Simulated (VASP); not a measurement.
# Au: relaxed cell and band gap, by functional

Au, Fm-3m (no. 225), 1 atom in the cell.

| Functional | Volume (Å³/atom) | Change from the starting volume (fraction) | Gap, path and mesh (eV) | Time (s) |
|---|---|---|---|---|
| tau-HCTH (libxc) | 17.77 | 0.054 | 0.00 | 115 |
| revM06-L (libxc) | 18.24 | 0.082 | 0.00 | 319 |
| PKZB (libxc) | 17.48 | 0.037 | 0.00 | 160 |
| mBEEF (libxc) | 16.97 | 0.007 | 0.00 | 127 |

## Input of the first row

INCAR.step1:
```
SYSTEM = Au
PREC = Accurate ; ENCUT = 600
EDIFF = 1E-5 ; ISMEAR = 1
SIGMA = 0.1 ; LREAL = .False.
LASPH = .True. ; GGA_COMPAT = .False.
ALGO = Normal ; NELM = 150
ISIF = 2 ; LWAVE = .True.
LCHARG = .False. ; GGA = PE
KPAR = 2
```

INCAR.step2:
```
SYSTEM = Au
PREC = Accurate ; ENCUT = 600
EDIFF = 1E-7 ; ISMEAR = 1
SIGMA = 0.1 ; LREAL = .False.
LASPH = .True. ; GGA_COMPAT = .False.
ALGO = Normal ; NELM = 150
ISIF = 3 ; LWAVE = .False.
LCHARG = .False. ; METAGGA = LIBXC
LIBXC1 = MGGA_X_TAU_HCTH ; LIBXC2 = GGA_C_TAU_HCTH
LMIXTAU = .True. ; IBRION = 2
EDIFFG = -0.005 ; NSW = 60
ISTART = 1 ; KPAR = 2
```

INCAR.step3, as INCAR.step2 but for:
```
- NSW = 60
- ISTART = 1
+ NSW = 40
```

INCAR.step4, as INCAR.step3 but for:
```
- ISIF = 3
- IBRION = 2
- EDIFFG = -0.005
- NSW = 40
+ ISIF = 2
+ NBANDS = 12
```

KPOINTS:
```
k-points
0
Gamma
  11 11 11
```

KPOINTS_OPT:
```
path GXWKGLUWLK,UX
8
line-mode
reciprocal
 0.0000000000  0.0000000000  0.0000000000  G
 0.5000000000  0.0000000000  0.5000000000  X

 0.5000000000  0.0000000000  0.5000000000  X
 0.5000000000  0.2500000000  0.7500000000  W

 0.5000000000  0.2500000000  0.7500000000  W
 0.3750000000  0.3750000000  0.7500000000  K

 0.3750000000  0.3750000000  0.7500000000  K
 0.0000000000  0.0000000000  0.0000000000  G

 0.0000000000  0.0000000000  0.0000000000  G
 0.5000000000  0.5000000000  0.5000000000  L

 0.5000000000  0.5000000000  0.5000000000  L
 0.6250000000  0.2500000000  0.6250000000  U

 0.6250000000  0.2500000000  0.6250000000  U
 0.5000000000  0.2500000000  0.7500000000  W

 0.5000000000  0.2500000000  0.7500000000  W
 0.5000000000  0.5000000000  0.5000000000  L

 0.5000000000  0.5000000000  0.5000000000  L
 0.3750000000  0.3750000000  0.7500000000  K

 0.6250000000  0.2500000000  0.6250000000  U
 0.5000000000  0.0000000000  0.5000000000  X
```

POSCAR.step1:
```
Au
1.0
    0.0000000000      2.0350000000      2.0350000000
    2.0350000000      0.0000000000      2.0350000000
    2.0350000000      2.0350000000      0.0000000000
Au
1
Direct
    0.0000000000      0.0000000000      0.0000000000
```

Commands (each step's output is kept before the next begins):
```
cat potpaw_PBE.64/Au/POTCAR > POTCAR
cp INCAR.step1 INCAR
cp POSCAR.step1 POSCAR
mpirun -np 2 vasp_std > vasp.out
cp INCAR.step2 INCAR
mpirun -np 2 vasp_std > vasp.out
cp CONTCAR POSCAR
rm WAVECAR CHG
cp INCAR.step3 INCAR
mpirun -np 2 vasp_std > vasp.out
cp CONTCAR POSCAR
rm WAVECAR CHG
cp INCAR.step4 INCAR
mpirun -np 2 vasp_std > vasp.out
```

Changes of the last row against the first:
```
- LIBXC1 = MGGA_X_TAU_HCTH
- LIBXC2 = GGA_C_TAU_HCTH
+ LIBXC1 = MGGA_X_MBEEF
+ LIBXC2 = GGA_C_PBE_SOL
```

VASP 6.6.1 took 115 s on 2 cores (AMD EPYC 9R45 (Zen 5)), a shared host.
